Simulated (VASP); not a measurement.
# BN (P6_3/mmc) in VASP: notebook

The runs below take BN through relaxation of cell and atoms, with PBE+D3(BJ), PBE.

Program: VASP 6.6.1. These are calculated values, not measurements. Logs are shortened: lines on timing, memory, paths and dates and some standing lists are left out, and cuts for length are marked.

## 1. The structure

Symmetry: P6_3/mmc, No. 194, hexagonal system. Conventional cell: a = 2.498 Å, b = 2.498 Å, c = 6.636 Å, α = 90.00°, β = 90.00°, γ = 120.00°. B (site symmetry -6m2) has 3 N at 1.44 Å as nearest neighbours. N (site symmetry -6m2) has 3 B at 1.44 Å as nearest neighbours.

## 2. Relaxation of cell and atoms, PBE+D3(BJ)

The input, INCAR:

```
SYSTEM = BN
ALGO     = Normal         ! electronic algorithm
EDIFF    = 1E-6           ! SCF threshold, eV
EDIFFG   = -0.01          ! ionic threshold
ENCUT    = 600            ! plane-wave cutoff, eV
GGA      = PE             ! functional
IBRION   = 2              ! ionic algorithm
ISIF     = 3              ! what is computed and relaxed
ISMEAR   = 0              ! smearing method
IVDW     = 12             ! dispersion correction
LASPH    = .True.         ! aspherical terms in the spheres
LCHARG   = .False.        ! write CHGCAR
LREAL    = .False.        ! projectors in reciprocal space
LWAVE    = .False.        ! write WAVECAR
NELM     = 80             ! most SCF steps
NSW      = 90             ! ionic steps
PREC     = Accurate       ! precision mode
SIGMA    = 0.03           ! smearing width, eV
```

The input, KPOINTS:

```
k-points
0
Gamma
  12 12 4
  0 0 0
```

The input, POSCAR:

```
BN
1.0
    2.4982400000      0.0000000000      0.0000000000
   -1.2491200000      2.1635393000      0.0000000000
    0.0000000000      0.0000000000      6.6357000000
B N
2 2
Direct
    0.3333333300      0.6666666700      0.2500000000
    0.6666666700      0.3333333300      0.7500000000
    0.3333333300      0.6666666700      0.7500000000
    0.6666666700      0.3333333300      0.2500000000
```

Potentials or basis: VASP PAW PBE potentials, release 64 (B, N).

The run is started by

```console
> cat potpaw_PBE.64/B/POTCAR potpaw_PBE.64/N/POTCAR > POTCAR
> mpirun -np 1 vasp_std > vasp.out
```

OUTCAR:

```text
SYSTEM = BN
   EDIFF = 1E-6
   EDIFFG = -0.01
   ENCUT = 600
   GGA = PE
   IBRION = 2
   ISIF = 3
   ISMEAR = 0
   IVDW = 12
   LASPH = .True.
   LREAL = .False.
   NELM = 80
   NSW = 90
   PREC = Accurate
 IVDW          = 12

 ion  position               nearest neighbor table
   1  0.333  0.667  0.250-   4 1.44   4 1.44   4 1.44
   2  0.667  0.333  0.750-   3 1.44   3 1.44   3 1.44
   3  0.333  0.667  0.750-   2 1.44   2 1.44   2 1.44
   4  0.667  0.333  0.250-   1 1.44   1 1.44   1 1.44

  LATTYP: Found a hexagonal cell.
 ALAT       =     2.4982400000
 C/A-ratio  =     2.6561499296

  Lattice vectors:

 A1 = (   2.4982400000,   0.0000000000,   0.0000000000)
 A2 = (  -1.2491200000,   2.1635393000,   0.0000000000)
 A3 = (   0.0000000000,   0.0000000000,   6.6357000000)

Analysis of symmetry for initial positions (statically):
=====================================================================
 Subroutine PRICEL returns:
 Original cell was already a primitive cell.

 Routine SETGRP: Setting up the symmetry group for a
 hexagonal supercell.

 Subroutine GETGRP returns: Found 24 space group operations
 (whereof 12 operations were pure point group operations)
 out of a pool of 24 trial point group operations.

The static configuration has the point symmetry D_3d.
 The point group associated with its full space group is D_6h.

Analysis of symmetry for dynamics (positions and initial velocities):
=====================================================================
 Subroutine PRICEL returns:
 Original cell was already a primitive cell.

 Routine SETGRP: Setting up the symmetry group for a
 hexagonal supercell.

 Subroutine GETGRP returns: Found 24 space group operations
 (whereof 12 operations were pure point group operations)
 out of a pool of 24 trial point group operations.

The dynamic configuration has the point symmetry D_3d.
 The point group associated with its full space group is D_6h.

 Subroutine INISYM returns: Found 24 space group operations
 (whereof 12 operations are pure point group operations),
 and found     1 'primitive' translations

----------------------------------------------------------------------------------------

                                     Primitive cell

  volume of cell :      35.8662

  direct lattice vectors                    reciprocal lattice vectors
     2.498240000  0.000000000  0.000000000     0.400281798  0.231102805  0.000000000
    -1.249120000  2.163539300  0.000000000     0.000000000  0.462205609  0.000000000
     0.000000000  0.000000000  6.635700000     0.000000000  0.000000000  0.150700002

  length of vectors
     2.498240000  2.498239996  6.635700000     0.462205608  0.462205609  0.150700002

  position of ions in fractional coordinates (direct lattice)
     0.333333330  0.666666670  0.250000000
     0.666666670  0.333333330  0.750000000
     0.333333330  0.666666670  0.750000000
     0.666666670  0.333333330  0.250000000

  ion indices of the primitive-cell ions
   primitive index   ion index
                 1           1
                 2           2
                 3           3
                 4           4

----------------------------------------------------------------------------------------

 KPOINTS: k-points

Automatic generation of k-mesh.
 Grid dimensions read from file:
 generate k-points for:   12   12    4

 Generating k-lattice:

  Cartesian coordinates                     Fractional coordinates (reciprocal lattice)
     0.033356817  0.019258567  0.000000000     0.083333333 -0.000000000  0.000000000
     0.000000000  0.038517134  0.000000000     0.000000000  0.083333333  0.000000000
     0.000000000  0.000000000  0.037675000     0.000000000  0.000000000  0.250000000

  Length of vectors
     0.038517134  0.038517134  0.037675000

  Shift w.r.t. Gamma in fractional coordinates (k-lattice)
     0.000000000  0.000000000  0.000000000

 Subroutine IBZKPT returns following result:
 ===========================================

 Found     57 irreducible k-points:

 Following reciprocal coordinates:
            Coordinates               Weight
  0.000000  0.000000  0.000000      1.000000
  0.083333 -0.000000  0.000000      6.000000
  0.166667 -0.000000  0.000000      6.000000
  0.250000 -0.000000  0.000000      6.000000
  0.333333  0.000000  0.000000      6.000000
  0.416667 -0.000000  0.000000      6.000000
[... 16 lines left out ...]
  0.250000 -0.000000  0.250000     12.000000
  0.333333  0.000000  0.250000     12.000000
 [... further k-points ...]
   k-points           NKPTS =     57   k-points in BZ     NKDIM =     57   number of bands    NBANDS=     12
   number of dos      NEDOS =    301   number of ions     NIONS =      4
   total plane-waves  NPLWV =  21600
   dimension x,y,z NGX =    20 NGY =   20 NGZ =   54
   dimension x,y,z NGXF=    40 NGYF=   40 NGZF=  108
   ions per type =               2   2
   NGX,Y,Z   is equivalent  to a cutoff of  13.31, 13.31, 13.53 a.u.
   NGXF,Y,Z  is equivalent  to a cutoff of  26.62, 26.62, 27.06 a.u.
 SYSTEM =  BN
   PREC   = accura    normal or accurate (medium, high low for compatibility)
   ISTART =      0    job   : 0-new  1-cont  2-samecut
   ICHARG =      2    charge: 1-file 2-atom 10-const
   ISPIN  =      1    spin polarized calculation?
   LNONCOLLINEAR =      F non collinear calculations
   LSORBIT =      F    spin-orbit coupling
   LASPH  =      T    aspherical Exc in radial PAW
   ENCUT  =  600.0 eV  44.10 Ry    6.64 a.u.   4.99  4.99 13.25*2*pi/ulx,y,z
   NELM   =     80;   NELMIN=  2; NELMDL= -5     # of ELM steps
   EDIFF  = 0.1E-05   stopping-criterion for ELM
   LREAL  =      F    real-space projection
   EDIFFG = -.1E-01   stopping-criterion for IOM
   NSW    =     90    number of steps for IOM
   IBRION =      2    ionic relax: 0-MD 1-quasi-New 2-CG
   NFREE  =      1    steps in history (QN), initial steepest desc. (CG)
   ISIF   =      3    stress and relaxation
   ISYM   =      2    0-nonsym 1-usesym 2-fastsym
   POTIM  = 0.5000    time-step for ionic-motion
   TEBEG  =    0.0;   TEEND  =   0.0 temperature during run
   PSTRESS=    0.0 pullay stress
   NELECT =      16.0000    total number of electrons
   NUPDOWN=      -1.0000    fix difference up-down
   EMIN   =  10.00;   EMAX   =-10.00  energy-range for DOS
   EFERMI =   0.00;   METHOD = LEGACY
   ISMEAR =     0;   SIGMA  =   0.03  broadening in eV -4-tet -1-fermi 0-gaus
   EFERMI_NEDOS =   21; number of points for ismear=-14 and -15
   IALGO  =     38    algorithm
   IMIX   =      4    mixing-type and parameters
     AMIX     =   0.40;   BMIX     =  1.00
     AMIX_MAG =   1.60;   BMIX_MAG =  1.00
  volume/ion in A,a.u.               =       8.97        60.51
  Fermi-wavevector in a.u.,A,eV,Ry     =   1.250891  2.363842 21.289433  1.564729
  Thomas-Fermi vector in A             =   2.384864
   LORBIT       =      0    0 simple, 1 ext, 2 COOP (PROOUT), +10 PAW based schemes
   GGA     = PE    functional components
   LHFCALC =     F    Hartree Fock is set to
   AEXX    =    0.0000 exact exchange contribution
   IVDW    =    12    specifies the selected vdW correction
   LEPSILON=     F    determine dielectric tensor
   LRPA    =     F    only Hartree local field effects (RPA)
 conjugate gradient relaxation of ions
 non-spin polarized calculation
 Gauss-broadening in eV      SIGMA  =   0.03
  energy-cutoff  :      600.00
  volume of cell :       35.87
 maximum number of plane-waves:      1224
 NGX is ok and might be reduce to    20
   NGX =  9   NGY =  9   NGZ = 27

--------------------------------------- Ionic step        1  -------------------------------------------

 number of electron      15.9999998 magnetization

 Free energy of the ion-electron system (eV)
  ---------------------------------------------------
  ext. energy  EPLUGINS =         0.00000000
  ---------------------------------------------------
  free energy    TOTEN  =       -35.15342195 eV

  energy without entropy =      -35.15342195  energy(sigma->0) =      -35.15342195

------------------------ aborting loop because EDIFF is reached ----------------------------------------

 Edisp (eV)   -0.56768

 E8    (eV) :    -0.1663

  FORCE on cell =-STRESS in cart. coord.  units (eV):
  Direction    XX          YY          ZZ          XY          YZ          ZX
  --------------------------------------------------------------------------------------
  -------------------------------------------------------------------------------------
  Total       0.79681     0.79681    -0.07556     0.00000     0.00000     0.00000
  in kB      35.59431    35.59431    -3.37552     0.00000     0.00000     0.00000
  external pressure =       22.60 kB  Pullay stress =        0.00 kB
[... 233 lines left out ...]
  energy  without entropy=      -35.7238937702  energy(sigma->0) =      -35.72389377

--------------------------------------- Ionic step        7  -------------------------------------------

 number of electron      15.9999998 magnetization

 Free energy of the ion-electron system (eV)
  ---------------------------------------------------
  ext. energy  EPLUGINS =         0.00000000
  ---------------------------------------------------
  free energy    TOTEN  =       -35.15466495 eV

  energy without entropy =      -35.15466495  energy(sigma->0) =      -35.15466495

 E-fermi :   2.4812     XC(G=0): -10.1203

 val. band max:        2.3340205342   @ k =   0.3333   0.2500   0.0000
 cond. band min:       6.5897520936   @ k =   0.5000  -0.0000   0.0000
 fundamental gap:      4.2557315593
 Fermi energy:         2.4811911021

 k-point     1 :       0.0000    0.0000    0.0000
  band No.  band energies     occupation
      1     -15.4621      2.00000
      2     -15.1482      2.00000
      3      -3.9082      2.00000
      4      -1.6921      2.00000
      5       0.9959      2.00000
      6       0.9959      2.00000
      7       1.0364      2.00000
      8       1.0364      2.00000
      9       7.6458      0.00000
     10      12.7373      0.00000
     11      13.8516      0.00000
     12      13.8516      0.00000
[... 331 lines left out ...]
 k-point    24 :       0.3333    0.0000    0.2500
  band No.  band energies     occupation
      1     -13.4463      2.00000
      2     -13.2868      2.00000
      3      -4.5533      2.00000
      4      -4.4902      2.00000
      5      -1.2470      2.00000
      6      -1.1997      2.00000
      7      -0.8699      2.00000
      8       0.3967      2.00000
      9       9.1596      0.00000
     10       9.7723      0.00000
     11      11.3263      0.00000
     12      12.5270      0.00000

 [... further k-points ...]

------------------------ aborting loop because EDIFF is reached ----------------------------------------

 Edisp (eV)   -0.56942

 E8    (eV) :    -0.1669

  FORCE on cell =-STRESS in cart. coord.  units (eV):
  Direction    XX          YY          ZZ          XY          YZ          ZX
  --------------------------------------------------------------------------------------
  -------------------------------------------------------------------------------------
  Total       0.01009     0.01009    -0.02398    -0.00000     0.00000     0.00000
  in kB       0.45156     0.45156    -1.07282    -0.00000     0.00000     0.00000
  external pressure =       -0.06 kB  Pullay stress =        0.00 kB
[... 19 lines left out ...]
  FREE ENERGIE OF THE ION-ELECTRON SYSTEM (eV)
  ---------------------------------------------------
  free  energy   TOTEN  =       -35.7240811011 eV

  energy  without entropy=      -35.7240811011  energy(sigma->0) =      -35.72408110

 reached required accuracy - stopping structural energy minimisation
```

Wall time 50 s (1 thread of Intel Xeon 6975P-C (Granite Rapids), shared host); peak memory 0.18 GiB.

Results:

- Free energy: -35.7241 eV
- Relaxed volume: 8.95 Å³/atom
- Relaxed cell: a = 2.506 Å, b = 2.506 Å, c = 6.584 Å, α = 90.00°, β = 90.00°, γ = 120.00°
- Space group after relaxing (to 0.05 Å): P6_3/mmc (No. 194)
- Energy gained by relaxing: 0.7 meV/atom
- Ionic steps: 7
- Pressure after relaxing: 0.0 GPa
- Band gap on the k mesh: 4.26 eV, indirect (least direct gap 4.63 eV)
- Dispersion energy per atom: -0.142 eV

Stress tensor (GPa, compression positive):
```
 0.05  0.00  0.00
 0.00  0.05  0.00
 0.00  0.00 -0.11
```

The path:
```
step  energy change (eV)  largest force (eV/Å)  pressure (GPa)  volume (Å³)
   1              0.0000                0.0000            2.26        35.87
   2              0.0069                0.0000           -4.50        36.53
   3             -0.0026                0.0000           -0.12        36.09
   4             -0.0026                0.0000           -0.09        36.09
   5             -0.0027                0.0000           -0.07        36.06
   6             -0.0028                0.0000           -0.05        35.98
   7             -0.0030                0.0000           -0.01        35.82
```

Final structure:
```xyz
4
Lattice="2.5063 0.0000 0.0000 -1.2531 2.1705 0.0000 0.0000 0.0000 6.5843" Properties=species:S:1:pos:R:3 pbc="T T T"
B     0.0000    1.4470    1.6461
B     1.2531    0.7235    4.9382
N     0.0000    1.4470    4.9382
N     1.2531    0.7235    1.6461
```

## 3. Relaxation of cell and atoms, PBE+D3(BJ)

Edit INCAR of step 2 so:

```diff
@@ -2,4 +2,4 @@
 ALGO     = Normal         ! electronic algorithm
-EDIFF    = 1E-6           ! SCF threshold, eV
-EDIFFG   = -0.01          ! ionic threshold
+EDIFF    = 1E-7           ! SCF threshold, eV
+EDIFFG   = -0.005         ! ionic threshold
 ENCUT    = 600            ! plane-wave cutoff, eV
```

KPOINTS is that of step 2.

The input, POSCAR:

```
BN                                      
1.0
    2.5062642466      0.0000000000      0.0000000000
   -1.2531321233      2.1704885014     -0.0000000000
    0.0000000000     -0.0000000000      6.5842537967
  B               N             
     2     2
Direct
     0.3333333300000021    0.6666666699999979    0.2500000000000000
     0.6666666699999979    0.3333333300000021    0.7500000000000000
     0.3333333300000021    0.6666666699999979    0.7500000000000000
     0.6666666699999979    0.3333333300000021    0.2500000000000000
```

Potentials or basis: VASP PAW PBE potentials, release 64 (B, N).

The run is started by

```console
> cat potpaw_PBE.64/B/POTCAR potpaw_PBE.64/N/POTCAR > POTCAR
> mpirun -np 1 vasp_std > vasp.out
```

Wall time 39 s (1 thread of Intel Xeon 6975P-C (Granite Rapids), shared host); peak memory 0.18 GiB.

The run converged. Its results:

```
Free energy                            : -35.7242 eV
Relaxed volume                         : 8.94 Å³/atom
Relaxed cell                           : a = 2.507 Å, b = 2.507 Å, c = 6.574 Å, α = 90.00°, β = 90.00°, γ = 120.00°
Space group after relaxing (to 0.05 Å) : P6_3/mmc (No. 194)
Energy gained by relaxing              : 0.0 meV/atom
Ionic steps                            : 6
Pressure after relaxing                : -0.1 GPa
Band gap on the k mesh                 : 4.25 eV, indirect (least direct gap 4.63 eV)
Dispersion energy per atom             : -0.143 eV
```

Final structure:
```
B N
1.0
     2.50650    0.00000    0.00000
    -1.25325    2.17069    0.00000
     0.00000    0.00000    6.57374
B N
2 2
Direct
  0.33333 0.66667 0.25000
  0.66667 0.33333 0.75000
  0.33333 0.66667 0.75000
  0.66667 0.33333 0.25000
```

Levels at points of the mesh, in eV from the valence-band top:
```tsv
k point	band 5	band 6	band 7	band 8	band 9	band 10	band 11	band 12
(0.00, 0.00, 0.00)	-1.34	-1.34	-1.30	-1.30	5.32	10.42	11.51	11.51
(0.50, 0.00, 0.00)	-4.15	-4.07	-1.48	-0.41	4.25	5.68	9.51	9.91
(0.00, 0.00, 0.50)	-1.32	-1.32	-1.32	-1.32	7.74	7.74	11.58	11.58
(0.50, 0.00, 0.50)	-4.11	-4.11	-0.92	-0.92	4.72	4.72	9.89	9.89
```

## 4. Relaxation of cell and atoms, PBE

The input, INCAR:

```
SYSTEM = BN
PREC = Accurate
ENCUT = 600
EDIFF = 1E-6
ISMEAR = 0
SIGMA = 0.03
LREAL = .False.
LASPH = .True.
NELM = 80
ALGO = Normal
ISIF = 3
LWAVE = .False.
LCHARG = .False.
GGA = PE
IBRION = 2
NSW = 90
EDIFFG = -0.01
```

The input, KPOINTS:

```
regular mesh
0
Gamma
  12 12 4
  0 0 0
```

The input, POSCAR:

```
BN
1.0
    2.4982400000      0.0000000000      0.0000000000
   -1.2491200000      2.1635393000      0.0000000000
    0.0000000000      0.0000000000      6.6357000000
B N
2 2
Direct
    0.3333333300      0.6666666700      0.2500000000
    0.6666666700      0.3333333300      0.7500000000
    0.3333333300      0.6666666700      0.7500000000
    0.6666666700      0.3333333300      0.2500000000
```

The run is started by

```console
> cat potpaw_PBE.64/B/POTCAR potpaw_PBE.64/N/POTCAR > POTCAR
> mpirun -np 1 vasp_std > vasp.out
```

Run time: 67 s. Hardware: 1 thread of Intel Xeon 6975P-C (Granite Rapids), shared host; peak memory 0.16 GiB.

Results (log left out):

- Free energy: -35.1998 eV
- Relaxed volume: 10.44 Å³/atom
- Relaxed cell: a = 2.512 Å, b = 2.512 Å, c = 7.638 Å, α = 90.00°, β = 90.00°, γ = 120.00°
- Space group after relaxing (to 0.05 Å): P6_3/mmc (No. 194)
- Energy gained by relaxing: 11.6 meV/atom
- Ionic steps: 10
- Pressure after relaxing: 0.0 GPa
- Band gap on the k mesh: 4.47 eV, indirect (least direct gap 4.65 eV)

The path:
```
step  energy change (eV)  largest force (eV/Å)  pressure (GPa)  volume (Å³)
   1              0.0000                0.0000            4.99        35.87
   2              0.0154                0.0000           -6.41        37.33
   3             -0.0092                0.0000            0.44        36.42
   4             -0.0131                0.0000            0.40        36.66
   5             -0.0231                0.0000            0.34        37.41
   6             -0.0368                0.0000            0.27        38.90
   7             -0.0463                0.0000            0.25        41.87
   8             -0.0463                0.0000            0.26        41.70
   9             -0.0408                0.0000           -2.90        42.31
  10             -0.0464                0.0000            0.00        41.75
```

Final structure:
```
CELL_PARAMETERS angstrom
2.51228 0.00000 0.00000
-1.25614 2.17570 0.00000
0.00000 0.00000 7.63815
ATOMIC_POSITIONS crystal
B 0.33333 0.66667 0.25000
B 0.66667 0.33333 0.75000
N 0.33333 0.66667 0.75000
N 0.66667 0.33333 0.25000
```

Levels at points of the mesh, in eV from the valence-band top:
| k point | band 6 | band 7 | band 8 | band 9 | band 10 | band 11 |
| --- | --- | --- | --- | --- | --- | --- |
| (0.00, 0.00, 0.00) | -1.35 | -1.34 | -1.34 | 4.62 | 8.68 | 11.50 |
| (0.50, 0.00, 0.00) | -4.11 | -1.12 | -0.68 | 4.47 | 5.17 | 9.40 |
| (0.00, 0.00, 0.50) | -1.34 | -1.34 | -1.34 | 6.27 | 6.27 | 11.52 |
| (0.50, 0.00, 0.50) | -4.11 | -0.90 | -0.90 | 4.75 | 4.75 | 9.73 |

Caveat: the volume moved by over 15 % at a fixed basis, so the end points are rough; this functional lacks dispersion, which binds the layers, so the pressure and a relaxed spacing across them are unreliable, and here the layers came unbound; the volume moved by +16 % from the deposited cell, more than functionals usually miss. PBE usually gives volumes a little too large and moduli too small.

(Part 1 of 2 ends here.)
